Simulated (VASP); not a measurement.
Crystal: TiAl.

```
CELL_PARAMETERS angstrom
3.17906 0.00000 0.00000
0.00000 3.17906 0.00000
0.00000 0.00000 3.17906
ATOMIC_POSITIONS crystal
Ti 0.00000 0.00000 0.00000
Al 0.50000 0.50000 0.50000
```

The cell comes from a database or a generator and needn't be the stable form of this composition.

```yaml
Program: VASP 6.6.1
Task: single point
Functional: PBEsol
Potentials_or_basis: VASP PAW PBE potentials, release 64 (Ti_sv, Al)
Cutoff: 520 eV
k_mesh: 8 × 8 × 8
Occupations: fermi-dirac, width 0.05 eV
Spin: no spin polarisation
```

On this cell: pressure -2.3 GPa; largest force zero by symmetry; band gap on the k mesh none (metal or under the smearing width).

The same run follows on a disturbed copy (atoms moved at random, drawn with an rms of 0.05 Å):

```
Ti Al
1.0
     3.17906    0.00000    0.00000
     0.00000    3.17906    0.00000
     0.00000    0.00000    3.17906
Ti Al
1 1
Direct
  0.99886 0.00758 0.00170
  0.50931 0.50647 0.50062
```

Problem. What does the disturbed cell give?

Solution. The energy (extrapolated to zero smearing) moves by +1.7 meV/atom; pressure -2.3 GPa; largest force 0.208 eV/Å; band gap on the k mesh none (metal or under the smearing width).

Forces in eV/Å, atoms in the order of the input:
```
Ti   0.206 -0.022 -0.021
Al  -0.206  0.022  0.021
```

Caveats: the PAW data sets were made with another functional, which shifts forces and pressure a little.
